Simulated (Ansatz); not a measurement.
# Strain and the gap of CdTe (zincblende)

CdTe in the zincblende structure, relaxed with r2SCAN in Ansatz 0.2.0. It is cubic, F-43m (No. 216); a = 6.560 Å in the conventional setting, 35.29 Å³ an atom. Cd has 4 Te at 2.84 Å; Te has 4 Cd at 2.84 Å.

The axes x, y and z are those of this cell:
```
Cd Te
1.0
     0.00000    3.27996    3.27996
     3.27996    0.00000    3.27996
     3.27996    3.27996    0.00000
Cd Te
1 1
Direct
  0.00000 0.00000 0.00000
  0.25000 0.25000 0.25000
```

Unstrained: With PBE the gap is 0.662 eV and direct, at Γ. r2SCAN gives a direct gap of 1.161 eV at Γ. HSE06 gives a direct gap of 1.527 eV at Γ. Meshes: PBE 6×6×6, r2SCAN 6×6×6, HSE06 4×4×4. Strains are changes of length per length, and xy shears are angles. After each strain the atoms were relaxed again with r2SCAN within the symmetry that the strain leaves, so tilts or polar shifts that break it weren't tested; points keep the names that they have in the unstrained zone. Spin-unpolarised throughout; all numbers are computed.

Changes of the least gap in eV (an overlap counts as a negative gap):
```tsv
strain	volume change (%)	space group	PBE	r2SCAN	HSE06	energy rise, r2SCAN (meV/atom)
uniaxial -1.0 % along [111]	-1.0	R3m	-0.003	-0.003	-0.001	0.7
isotropic +2.0 % on every length	+6.1	F-43m	-0.174	-0.188	-0.203	15.2
xy shear, engineering strain (angle) +1.0 %	0.0	Imm2	-0.025	-0.026	-0.027	0.2
isotropic +5.0 % on every length	+15.8	F-43m	-0.414	-0.453	-0.493	84.3
epitaxial +5.0 % in the xy plane, free normal strain -7.16 %	+2.4	I-4m2	-0.310	-0.320	-0.337	19.6
```

Uniaxial -1.0 % along [111], other directions held. HSE06: the gap goes from 1.527 to 1.526 eV (-0.001 eV); with r2SCAN the top three valence levels at Γ, degenerate before, become 1+2 from the top over 51 meV. Stress change with r2SCAN, compression positive: xx +0.41, yy +0.41, zz +0.41, xy +0.13, xz +0.13, yz +0.13 GPa.

Isotropic +2.0 % on every length. HSE06: the gap goes from 1.527 to 1.324 eV (-0.203 eV). Stress change with r2SCAN, compression positive: xx -2.08, yy -2.08, zz -2.08 GPa. For HSE06, dE_g/d ln V = -3.4 eV over this step.

Xy shear, engineering strain (angle) +1.0 %. HSE06: the gap goes from 1.527 to 1.500 eV (-0.027 eV); with r2SCAN the top three valence levels at Γ, degenerate before, become 1+1+1 from the top over 51 meV. Stress change with r2SCAN, compression positive: xx 0.00, yy 0.00, zz 0.00, xy -0.20 GPa.

Isotropic +5.0 % on every length. HSE06: the gap goes from 1.527 to 1.034 eV (-0.493 eV). Stress change with r2SCAN, compression positive: xx -4.18, yy -4.18, zz -4.18 GPa. For HSE06, dE_g/d ln V = -3.4 eV over this step.

Epitaxial +5.0 % in the xy plane, free normal strain -7.16 %. HSE06: the gap goes from 1.527 to 1.190 eV (-0.337 eV); with r2SCAN the top three valence levels at Γ, degenerate before, become 1+2 from the top over 311 meV. Stress change with r2SCAN, compression positive: xx -1.68, yy -1.68, zz +0.03 GPa.

Spin-orbit coupling is left out, which matters wherever the heavy atoms make up the band edges.

The meshes of the hybrids are coarse, so their gaps aren't converged to the digits shown.

The splittings at Γ are without spin-orbit coupling, which regroups them where it is of like size or larger.
